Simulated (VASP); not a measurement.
# LaB6 (Pm-3m) in VASP: notebook, part 2 of 2

VASP 6.6.1. Earlier steps stand in the parts before.

**3. Single point, PBEsol**

The input, INCAR:

```
SYSTEM = LaB6
ALGO     = Normal         ! electronic algorithm
EDIFF    = 1E-6           ! SCF threshold, eV
ENCUT    = 520            ! plane-wave cutoff, eV
GGA      = PS             ! functional
ISIF     = 2              ! what is computed and relaxed
ISMEAR   = 0              ! smearing method
LASPH    = .True.         ! aspherical terms in the spheres
LCHARG   = .False.        ! write CHGCAR
LREAL    = .False.        ! projectors in reciprocal space
LWAVE    = .False.        ! write WAVECAR
NBANDS   = 24             ! bands
NELM     = 60             ! most SCF steps
PREC     = Accurate       ! precision mode
SIGMA    = 0.1            ! smearing width, eV
```

The input, KPOINTS:

```
k-points
0
Gamma
  14 14 14
  0 0 0
```

The input, POSCAR:

```
LaB6
1.0
    4.1303900000      0.0000000000      0.0000000000
    0.0000000000      4.1303900000      0.0000000000
    0.0000000000      0.0000000000      4.1303900000
La B
1 6
Direct
    0.0000000000      0.0000000000      0.0000000000
    0.8004400000      0.5000000000      0.5000000000
    0.1995600000      0.5000000000      0.5000000000
    0.5000000000      0.5000000000      0.8004400000
    0.5000000000      0.5000000000      0.1995600000
    0.5000000000      0.1995600000      0.5000000000
    0.5000000000      0.8004400000      0.5000000000
```

Potentials or basis: VASP PAW PBE potentials, release 64 (La, B).

On the command line:

```
$ cat potpaw_PBE.64/La/POTCAR potpaw_PBE.64/B/POTCAR > POTCAR
$ mpirun -np 1 vasp_std > vasp.out
```

OUTCAR:

```text
SYSTEM = LaB6
   EDIFF = 1E-6
   ENCUT = 520
   GGA = PS
   ISIF = 2
   ISMEAR = 0
   LASPH = .True.
   LREAL = .False.
   NELM = 60
   PREC = Accurate

 ion  position               nearest neighbor table
   1  0.000  0.000  0.000-
   2  0.800  0.500  0.500-   3 1.65   4 1.75   5 1.75   6 1.75   7 1.75
   3  0.200  0.500  0.500-   2 1.65   4 1.75   5 1.75   6 1.75   7 1.75
   4  0.500  0.500  0.800-   5 1.65   3 1.75   2 1.75   6 1.75   7 1.75
   5  0.500  0.500  0.200-   4 1.65   3 1.75   2 1.75   6 1.75   7 1.75
   6  0.500  0.200  0.500-   7 1.65   3 1.75   4 1.75   5 1.75   2 1.75
   7  0.500  0.800  0.500-   6 1.65   3 1.75   4 1.75   5 1.75   2 1.75

  LATTYP: Found a simple cubic cell.
 ALAT       =     4.1303900000

  Lattice vectors:

 A1 = (   4.1303900000,   0.0000000000,   0.0000000000)
 A2 = (   0.0000000000,   4.1303900000,   0.0000000000)
 A3 = (   0.0000000000,   0.0000000000,   4.1303900000)

Analysis of symmetry for initial positions (statically):
=====================================================================
 Subroutine PRICEL returns:
 Original cell was already a primitive cell.

 Routine SETGRP: Setting up the symmetry group for a
 simple cubic supercell.

 Subroutine GETGRP returns: Found 48 space group operations
 (whereof 48 operations were pure point group operations)
 out of a pool of 48 trial point group operations.

The static configuration has the point symmetry O_h .

Analysis of symmetry for dynamics (positions and initial velocities):
=====================================================================
 Subroutine PRICEL returns:
 Original cell was already a primitive cell.

 Routine SETGRP: Setting up the symmetry group for a
 simple cubic supercell.

 Subroutine GETGRP returns: Found 48 space group operations
 (whereof 48 operations were pure point group operations)
 out of a pool of 48 trial point group operations.

The dynamic configuration has the point symmetry O_h .

 Subroutine INISYM returns: Found 48 space group operations
[... 132 lines left out ...]
   GGA     = PS    functional components
   LHFCALC =     F    Hartree Fock is set to
   AEXX    =    0.0000 exact exchange contribution
   IVDW    =     0    specifies the selected vdW correction
   LEPSILON=     F    determine dielectric tensor
   LRPA    =     F    only Hartree local field effects (RPA)
 non-spin polarized calculation
 Gauss-broadening in eV      SIGMA  =   0.10
  energy-cutoff  :      520.00
  volume of cell :       70.46
 maximum number of plane-waves:      1924
 NGX is ok and might be reduce to    32
   NGX = 15   NGY = 15   NGZ = 15

 number of electron      29.0000002 magnetization

 Free energy of the ion-electron system (eV)
  ---------------------------------------------------
  ext. energy  EPLUGINS =         0.00000000
  ---------------------------------------------------
  free energy    TOTEN  =       -51.53066777 eV

  energy without entropy =      -51.52571085  energy(sigma->0) =      -51.52818931

 E-fermi :   8.6334     XC(G=0): -11.4490

 val. band max:        8.6034145905   @ k =   0.5000   0.2857   0.1429
 cond. band min:       8.6547710609   @ k =   0.2143   0.1429   0.1429
 fundamental gap:      0.0513564704
 Fermi energy:         8.6334425220

 k-point     1 :       0.0000    0.0000    0.0000
  band No.  band energies     occupation
      1     -24.3070      2.00000
      2      -8.0597      2.00000
      3      -8.0597      2.00000
      4      -8.0597      2.00000
      5      -6.9708      2.00000
      6       0.6501      2.00000
[... 637 lines left out ...]
     23      11.2515      0.00000
     24      11.7268      0.00000

 [... further k-points ...]

------------------------ aborting loop because EDIFF is reached ----------------------------------------

  FORCE on cell =-STRESS in cart. coord.  units (eV):
  Direction    XX          YY          ZZ          XY          YZ          ZX
  --------------------------------------------------------------------------------------
  -------------------------------------------------------------------------------------
  Total        0.0172460      0.0172460      0.0172460      0.0000000     -0.0000000      0.0000000
  in kB        0.3921251      0.3921251      0.3921251      0.0000000     -0.0000000      0.0000000
  external PRESSURE =       0.3921251 kB  Pullay stress =       0.0000000 kB

 VOLUME and BASIS-vectors are now :
 -----------------------------------------------------------------------------
  energy-cutoff  :      520.00
  volume of cell :       70.46
      direct lattice vectors                 reciprocal lattice vectors
     4.130390000  0.000000000  0.000000000     0.242107888  0.000000000  0.000000000
     0.000000000  4.130390000  0.000000000     0.000000000  0.242107888  0.000000000
     0.000000000  0.000000000  4.130390000     0.000000000  0.000000000  0.242107888

 POSITION                                       TOTAL-FORCE (eV/Angst)
 -----------------------------------------------------------------------------------
      0.00000      0.00000      0.00000         0.000000     -0.000000      0.000000
      3.30613      2.06520      2.06520         0.004125     -0.000000      0.000000
      0.82426      2.06520      2.06520        -0.004125     -0.000000     -0.000000
      2.06520      2.06520      3.30613         0.000000     -0.000000      0.004125
      2.06520      2.06520      0.82426         0.000000     -0.000000     -0.004125
      2.06520      0.82426      2.06520         0.000000     -0.004125     -0.000000
      2.06520      3.30613      2.06520         0.000000      0.004125      0.000000
 -----------------------------------------------------------------------------------
    total drift:                                0.000000     -0.000000      0.000000

  FREE ENERGIE OF THE ION-ELECTRON SYSTEM (eV)
  ---------------------------------------------------
  free  energy   TOTEN  =       -51.5306677736 eV

  energy  without entropy=      -51.5257108480  energy(sigma->0) =      -51.52818931
```

OSZICAR:

```text
N       E                     dE             d eps       ncg     rms          rms(c)
DAV:   1     0.198752177858E+03    0.19875E+03   -0.11189E+04  6192   0.155E+03
DAV:   2    -0.266731345827E+02   -0.22543E+03   -0.19036E+03  6680   0.270E+02
DAV:   3    -0.545431291048E+02   -0.27870E+02   -0.26467E+02  8344   0.111E+02
DAV:   4    -0.558435408217E+02   -0.13004E+01   -0.12908E+01 10288   0.214E+01
DAV:   5    -0.558802450769E+02   -0.36704E-01   -0.36669E-01  8696   0.296E+00    0.914E+00
DAV:   6    -0.518535374048E+02    0.40267E+01   -0.89870E+00  9432   0.154E+01    0.463E+00
DAV:   7    -0.515639872490E+02    0.28955E+00   -0.38374E+00  9000   0.890E+00    0.194E+00
DAV:   8    -0.516907857440E+02   -0.12680E+00   -0.16350E+00 10144   0.123E+01    0.143E+00
DAV:   9    -0.515547591640E+02    0.13603E+00   -0.26057E-01  9968   0.390E+00    0.717E-01
DAV:  10    -0.515295825777E+02    0.25177E-01   -0.17756E-01 10128   0.320E+00    0.150E-01
DAV:  11    -0.515312828858E+02   -0.17003E-02   -0.12878E-02  7776   0.620E-01    0.124E-01
DAV:  12    -0.515310996836E+02    0.18320E-03   -0.63222E-04 10416   0.211E-01    0.781E-02
DAV:  13    -0.515306766481E+02    0.42304E-03   -0.28439E-03 10200   0.424E-01    0.196E-02
DAV:  14    -0.515306675956E+02    0.90525E-05   -0.23295E-04  9816   0.143E-01    0.708E-03
DAV:  15    -0.515306677736E+02   -0.17805E-06   -0.92252E-06  9856   0.333E-02
   1 F= -.51530668E+02 E0= -.51528189E+02  d E =-.495693E-02
```

stdout:

```text
POSCAR found type information on POSCAR LaB
 POSCAR found :  2 types and       7 ions
 scaLAPACK will be used
 -----------------------------------------------------------------------------
|                                                                             |
|                                                                             |
|     You enforced a specific xc type in the INCAR file but a different       |
|     I HOPE YOU KNOW WHAT YOU ARE DOING!                                     |
|                                                                             |
 -----------------------------------------------------------------------------

 LDA part: xc-table for (Slater+PW92), standard interpolation
 POSCAR, INCAR and KPOINTS ok, starting setup
 FFT: planning ... GRIDC
 FFT: planning ... GRID_SOFT
 FFT: planning ... GRID
 WAVECAR not read
 entering main loop
```

Run time: 3.1 min. Hardware: 1 thread of Intel Xeon Platinum 8488C (Sapphire Rapids), shared host; peak memory 0.33 GiB.

What came out:

| Quantity | Value |
| --- | --- |
| Free energy | -51.5307 eV |
| Pressure | 0.0 GPa |
| Largest force | 0.004 eV/Å |
| Band gap on the k mesh | none (metal or under the smearing width) |

Forces in eV/Å, atoms in the order of the input:
```
La   0.000  0.000  0.000
B    0.004  0.000  0.000
B   -0.004  0.000  0.000
B    0.000  0.000  0.004
B    0.000  0.000 -0.004
B    0.000 -0.004  0.000
B    0.000  0.004  0.000
```

Levels at points of the mesh, in eV from the Fermi level:
```csv
k point,band 10,band 11,band 12,band 13,band 14,band 15,band 16,band 17,band 18,band 19
"(0.00, 0.00, 0.00)",-6.96,-6.96,-1.87,-1.87,-1.87,0.23,0.23,0.23,1.52,1.52
"(0.50, 0.00, 0.00)",-6.42,-3.46,-3.46,-3.18,-2.57,-1.46,1.58,1.60,1.60,2.07
"(0.50, 0.50, 0.00)",-6.25,-4.51,-4.51,-2.87,-2.87,1.08,1.08,2.10,2.13,2.13
"(0.50, 0.50, 0.50)",-4.71,-4.71,-2.37,-2.37,-2.37,1.57,1.89,1.89,1.89,1.92
```

Caveat: the PAW data sets were made with another functional, which shifts forces and pressure a little. Spin-orbit coupling is left out, which matters for the levels of La.

**4. Single point, PBEsol**

Edit INCAR of step 3 so:

```diff
@@ -14,2 +14,2 @@
 PREC     = Accurate       ! precision mode
-SIGMA    = 0.1            ! smearing width, eV
+SIGMA    = 0.5            ! smearing width, eV
```

The input, KPOINTS:

```
k-points
0
Gamma
  8 8 8
  0 0 0
```

POSCAR is that of step 3.

On the command line:

```
$ cat potpaw_PBE.64/La/POTCAR potpaw_PBE.64/B/POTCAR > POTCAR
$ mpirun -np 1 vasp_std > vasp.out
```

Wall time 61 s (1 thread of Intel Xeon Platinum 8488C (Sapphire Rapids), shared host); peak memory 0.22 GiB.

The run converged. Its results:

```
Free energy            : -51.5839 eV
Pressure               : 0.2 GPa
Largest force          : 0.007 eV/Å
Band gap on the k mesh : none (metal or under the smearing width)
```

Forces on the atoms (eV/Å):
```
La   0.000  0.000  0.000
B   -0.007  0.000  0.000
B    0.007  0.000  0.000
B    0.000  0.000 -0.007
B    0.000  0.000  0.007
B    0.000  0.007  0.000
B    0.000 -0.007  0.000
```

Levels at points of the mesh, in eV from the Fermi level:
| k point | band 11 | band 12 | band 13 | band 14 | band 15 | band 16 | band 17 | band 18 |
| --- | --- | --- | --- | --- | --- | --- | --- | --- |
| (0.00, 0.00, 0.00) | -6.90 | -1.81 | -1.81 | -1.81 | 0.29 | 0.29 | 0.29 | 1.58 |
| (0.50, 0.00, 0.00) | -3.41 | -3.41 | -3.12 | -2.51 | -1.41 | 1.65 | 1.66 | 1.66 |
| (0.50, 0.50, 0.00) | -4.45 | -4.45 | -2.81 | -2.81 | 1.15 | 1.15 | 2.18 | 2.21 |
| (0.50, 0.50, 0.50) | -4.65 | -2.31 | -2.31 | -2.31 | 1.65 | 1.97 | 1.97 | 1.97 |

Caveat: the PAW data sets were made with another functional, which shifts forces and pressure a little. The run has no spin-orbit coupling, so splittings on La are missing.

**5. Overview**

| k mesh | cutoff (eV) | smearing | gap on the mesh (eV) | pressure (GPa) |
| --- | --- | --- | --- | --- |
| 8 × 8 × 8 | 700 | gaussian 0.1 eV | none | 0.0 |
| 14 × 14 × 14 | 520 | gaussian 0.1 eV | none | 0.0 |
| 8 × 8 × 8 | 520 | gaussian 0.5 eV | none | 0.2 |

Alike in all rows: task single point; level PBEsol; potentials or basis VASP PAW PBE potentials, release 64 (La, B); no spin polarisation; cell as given.

Every run on the cell as given and a fine mesh finds a metal.

Caveats: the PAW data sets were made with another functional, which shifts forces and pressure a little.

Total energies depend on the potentials used, so only differences within one code and one set of settings carry meaning.
